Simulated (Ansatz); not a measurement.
**Zr6Si6O23: frames of a relaxation, V_O, charge +1, atoms relaxed at the host's cell**

All numbers are calculated (PBE, collinear spin, no spin-orbit coupling; Ansatz, PAW set soft_2, 420 eV, k-mesh 2×2×2), not measured.

Positions in Å and forces in eV/Å; free energies count from the last frame, uniform background for the charge.

```
35
Lattice="0.000 6.678 0.000 -6.678 0.000 0.000 3.339 -3.339 9.035" Properties=species:S:1:pos:R:3:forces:R:3 pbc="T T T" step=1 dE=0.699eV
Zr    0.002    0.036    6.021   -0.014    0.727   -2.376
Zr    0.001    0.008    0.000    0.015   -0.121    0.083
Zr   -3.338    3.344    2.973   -0.040   -0.057    1.010
Zr    0.001    3.348    1.503    0.084    0.014    0.360
Zr   -3.337   -0.001    4.518    0.005   -0.048   -0.310
Zr    0.001    3.277    7.551   -0.003   -0.713   -0.263
Si   -3.322    3.138   -0.088   -0.356    2.740    2.856
Si    0.002    0.010    3.011   -0.001   -0.019    0.039
Si   -3.337    3.345    6.019    0.000    0.011   -0.354
Si   -3.337    0.006    1.505   -0.012   -0.104    0.727
Si    0.001    3.394    4.542    0.004   -0.067   -0.390
Si   -3.337    0.002    7.535    0.030    0.149    0.107
O     0.002    5.468    1.915   -0.005   -0.109   -0.146
O    -3.337    2.108    4.947    0.000   -0.036    0.012
O    -2.116    0.018    0.408   -0.278    0.231   -0.431
O     1.229    3.391    3.454    0.062    0.018   -0.145
O    -2.102   -0.011    6.456    0.473   -0.133    0.324
O    -4.558    0.018    0.408    0.281    0.227   -0.432
O    -1.227    3.392    3.455   -0.066    0.015   -0.156
O     2.107   -0.010    6.456   -0.484   -0.135    0.335
O     0.001    1.241    1.935   -0.005    0.161   -0.182
O    -3.338    4.575    4.940    0.001    0.031    0.007
O     0.001    1.182    7.950    0.037   -1.933    0.015
O    -4.562    3.303    1.069    0.694   -0.528   -1.202
O    -1.225    0.000    4.098    0.069    0.023    0.256
O     2.110    3.350    7.112   -0.327    0.047    0.207
O    -3.337    1.223    2.598    0.006    0.093   -0.207
O     0.001    4.588    5.699    0.001    0.290    0.636
O    -3.337    1.237    8.610   -0.015   -0.058    0.028
O    -3.337    5.453    2.580    0.003   -0.102   -0.203
O     0.001    2.140    5.604    0.000   -0.237    0.353
O    -3.338   -1.228    8.614   -0.015    0.044    0.008
O     1.229    0.000    4.098   -0.068    0.024    0.260
O    -2.107    3.351    7.112    0.326    0.045    0.205
O    -2.113    3.302    1.069   -0.400   -0.490   -1.032
```

```
35
Lattice="0.000 6.678 0.000 -6.678 0.000 0.000 3.339 -3.339 9.035" Properties=species:S:1:pos:R:3:forces:R:3 pbc="T T T" step=2 dE=0.246eV
Zr    0.001    0.044    5.870    0.009   -0.217    0.598
Zr    0.002    0.008   -0.010   -0.005    0.006   -0.093
Zr   -3.338    3.357    3.053    0.010   -0.034    0.188
Zr    0.005    3.367    1.533   -0.023   -0.016   -0.228
Zr   -3.337   -0.007    4.499   -0.003   -0.022    0.243
Zr    0.002    3.149    7.522    0.002    0.357    0.772
Si   -3.329    3.183    0.073   -0.207    1.548    0.294
Si    0.002    0.024    2.970    0.000    0.021   -0.681
Si   -3.337    3.331    6.032   -0.002   -0.009    0.278
Si   -3.337    0.021    1.493    0.005    0.052    0.169
Si    0.001    3.411    4.547   -0.008    0.315   -0.156
Si   -3.337   -0.003    7.535   -0.006    0.023   -0.116
O     0.002    5.479    1.880    0.001    0.238    0.265
O    -3.337    2.096    4.957    0.001    0.039   -0.141
O    -2.131    0.044    0.376   -0.029   -0.138   -0.125
O     1.231    3.433    3.465   -0.236   -0.087    0.289
O    -2.089   -0.031    6.463    0.236   -0.006   -0.327
O    -4.542    0.044    0.376    0.023   -0.137   -0.126
O    -1.228    3.433    3.463    0.237   -0.088    0.291
O     2.091   -0.031    6.463   -0.232   -0.010   -0.330
O     0.002    1.260    1.899    0.001   -0.189    0.410
O    -3.338    4.577    4.970    0.002   -0.041   -0.226
O     0.003    1.040    7.891    0.004   -0.886    0.576
O    -4.586    3.352    1.164    1.157   -0.338   -1.147
O    -1.232    0.011    4.050    0.199   -0.028    0.199
O     2.103    3.318    7.120    0.040    0.016   -0.187
O    -3.337    1.240    2.587   -0.001    0.059    0.037
O     0.000    4.574    5.742    0.005   -0.015   -0.097
O    -3.338    1.234    8.608    0.010   -0.009    0.068
O    -3.336    5.455    2.557   -0.004    0.053    0.251
O     0.000    2.122    5.567    0.003   -0.103    0.099
O    -3.338   -1.220    8.629    0.009   -0.023   -0.081
O     1.235    0.011    4.050   -0.196   -0.028    0.197
O    -2.099    3.319    7.120   -0.045    0.015   -0.180
O    -2.086    3.353    1.160   -0.960   -0.316   -0.982
```

```
35
Lattice="0.000 6.678 0.000 -6.678 0.000 0.000 3.339 -3.339 9.035" Properties=species:S:1:pos:R:3:forces:R:3 pbc="T T T" step=6 dE=0.000eV
Zr    0.002    0.047    5.903    0.000   -0.005    0.002
Zr    0.002    0.005   -0.013    0.000   -0.002   -0.005
Zr   -3.337    3.339    3.064    0.000    0.002   -0.005
Zr    0.002    3.354    1.510    0.000   -0.001    0.004
Zr   -3.337   -0.013    4.516    0.000    0.001    0.003
Zr    0.002    3.231    7.557    0.000   -0.005   -0.002
Si   -3.337    3.306    0.047    0.000    0.005    0.005
Si    0.002    0.016    2.974    0.000   -0.002    0.001
Si   -3.337    3.333    6.037    0.000   -0.002    0.004
Si   -3.337    0.013    1.515    0.000    0.004   -0.002
Si    0.002    3.407    4.553    0.000    0.005    0.000
Si   -3.337   -0.008    7.520    0.000    0.005   -0.002
O     0.002    5.470    1.892    0.000    0.000    0.000
O    -3.337    2.100    4.956    0.000   -0.001    0.000
O    -2.133    0.014    0.388   -0.003    0.002   -0.002
O     1.228    3.404    3.466    0.000    0.000   -0.001
O    -2.090   -0.034    6.444   -0.003   -0.001   -0.001
O    -4.541    0.014    0.388    0.003    0.003   -0.002
O    -1.225    3.404    3.466    0.000    0.000   -0.001
O     2.094   -0.034    6.444    0.003   -0.001   -0.001
O     0.002    1.253    1.915    0.000    0.001   -0.002
O    -3.337    4.561    4.951    0.000    0.000    0.001
O     0.002    1.082    7.885    0.000    0.004   -0.001
O    -4.575    3.324    1.092    0.003   -0.001   -0.001
O    -1.220    0.004    4.073    0.001    0.000    0.001
O     2.104    3.335    7.120    0.002    0.002    0.000
O    -3.337    1.237    2.598    0.000   -0.004   -0.002
O     0.002    4.584    5.732    0.000    0.000    0.005
O    -3.337    1.227    8.601    0.000    0.000    0.000
O    -3.337    5.450    2.583    0.000   -0.004    0.001
O     0.002    2.137    5.602    0.000   -0.003    0.002
O    -3.337   -1.229    8.612    0.000   -0.002   -0.002
O     1.224    0.004    4.073   -0.001    0.000    0.001
O    -2.100    3.335    7.120   -0.002    0.002    0.000
O    -2.098    3.324    1.092   -0.003   -0.001   -0.001
```

Caveats: bands were filled unevenly over the k points at some point of the run; a moment set at the start was lost; the odd electron ends without a moment, so a state with one unpaired electron may lie lower.
